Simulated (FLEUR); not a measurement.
## C: equation of state with LDA (Wigner correlation)

C:

```
C
1.0
     2.52210    0.00000    0.00000
    -1.26105    2.18420    0.00000
     0.00000    0.00000   12.35570
C
12
Direct
  0.66667 0.33333 0.35417
  0.33333 0.66667 0.85417
  0.66667 0.33333 0.14583
  0.33333 0.66667 0.64583
  0.66667 0.33333 0.47917
  0.33333 0.66667 0.97917
  0.66667 0.33333 0.02083
  0.33333 0.66667 0.52083
  0.00000 0.00000 0.81250
  0.00000 0.00000 0.31250
  0.00000 0.00000 0.68750
  0.00000 0.00000 0.18750
```

This is a hexagonal form of diamond, not graphite.

| Quantity | Value |
| --- | --- |
| Program | FLEUR MaX-R8.1 (later development tree) |
| Task | equation of state |
| Functional | LDA (Wigner correlation) |
| Potentials or basis | all-electron |
| Basis | FLAPW |
| Kmax | 5.5 1/bohr |
| k mesh | 12 × 12 × 3 |
| Occupations | fermi-dirac, width 0.05 eV |
| Spin | no spin polarisation |
| Gmax | 17 1/bohr |
| Muffin-tin radii | C 1.31 bohr |
| lmax | C 8 |
| Local orbitals a species | C 3 |

```
Equilibrium volume                        : 5.68 Å³/atom
Bulk modulus at fixed shape and positions : 438 GPa
Pressure derivative of the bulk modulus   : 3.6 (rough: it moves with the points fitted)
```

Energy against volume, from the lowest point:
```tsv
volume (Å³/atom)	energy (meV/atom)
5.332	32.23
5.445	14.18
5.672	0.00
5.899	10.85
6.012	24.32
```

Caveat: the cell was scaled at fixed shape and fractional positions, which overstates the stiffness of a crystal with free parameters, most of all of layers and chains.
